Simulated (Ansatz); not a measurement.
Crystal: BeTe.

```xyz
2
Lattice="0.0000 2.7700 2.7700 2.7700 0.0000 2.7700 2.7700 2.7700 0.0000" Properties=species:S:1:pos:R:3 pbc="T T T"
Te    4.1550    4.1550    4.1550
Be    0.0000    0.0000    0.0000
```

Base run:

| Quantity | Value |
| --- | --- |
| Program | Ansatz 0.2.0 |
| Functional | PBE |
| Potentials or basis | Ansatz PAW earlier set |
| Cutoff | 960 eV (not typed: the program's choice for these potentials) |
| k mesh | 8 × 8 × 8 |
| Occupations | fermi-dirac, width 0.05 eV |
| Spin | no spin polarisation |

Its results: band gap on the k mesh 1.86 eV, indirect (least direct gap 3.59 eV); pressure 4.3 GPa.

Question: The run is repeated on the same cell with these changes: potentials or basis from Ansatz PAW earlier set to Ansatz PAW; cutoff from 960 eV (not typed: the program's choice for these potentials) to 420 eV (not typed: the program's choice for these potentials); k mesh from 8 × 8 × 8 to 4 × 4 × 4; valence electrons from 20 to 18. What comes out?

Answer: Band gap on the k mesh 1.85 eV, indirect (least direct gap 3.57 eV); pressure 4.8 GPa.

Caveats: some runs use coarse meshes; spin-orbit coupling is left out, which moves the levels of the heavy elements.
